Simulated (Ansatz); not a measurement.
Start of a relaxation of Sc5Al:

```
Sc Al
1.0
     2.94068    0.00000    0.00000
     0.00000    2.94068    0.00000
     0.00000    0.00000   12.47625
Sc Al
5 1
Direct
  0.00000 0.00000 0.66667
  0.50000 0.50000 0.83333
  0.00000 0.00000 0.00000
  0.50000 0.50000 0.16667
  0.00000 0.00000 0.33333
  0.50000 0.50000 0.50000
```

All numbers below come from DFT PBE, scalar-relativistic, plane waves, PAW (Ansatz). Cutoff 420 eV, Gaussian smearing, Γ-centred meshes. Cell and atoms relax first on a coarse mesh and then on a finer one. In between, the cell is made exact in the group found at 0.06 Å. In metals the finer mesh still leaves noise of several meV/atom or more. The steps can't lower the symmetry of their start. No spin polarisation in the relaxation; trial moments died out in a coarse test.

A guess keeps its type if space group and coordination stay and the shape of the cell changes little (axis ratios within about 15 %, angles within 6°); the volume may change.

Problem. Does this structure survive the relaxation?

Solution. It keeps its type. The symmetry stays P4/mmm (No. 123). The volume per atom grows by 27.9 %, from 18.0 to 23.0 Å³. The shortest distance goes from 2.94 Å (Sc–Al, Al–Al and Sc–Sc) to 2.96 Å (Sc–Al). The ratio c/a of the conventional cell changes by a factor of 0.95. Counting neighbours within 15 % of an atom's shortest distance, the start has Al 12, Sc 12 and the end Al 12, Sc 12.

Energies over the elements count from the elements' standard structures at the same level, with no fitted energy shifts.

Problem. At what energy does it end?

Solution. −0.13 eV/atom. A negative formation energy is needed for stability but isn't enough: competing phases decide.

The last run used a 12×12×4 mesh (in the run's order of axes) for its 6-atom cell and Gaussian smearing of 0.10 eV. A later test with randomly moved atoms came back to the same energy, though modes that don't fit the test's cell weren't probed.
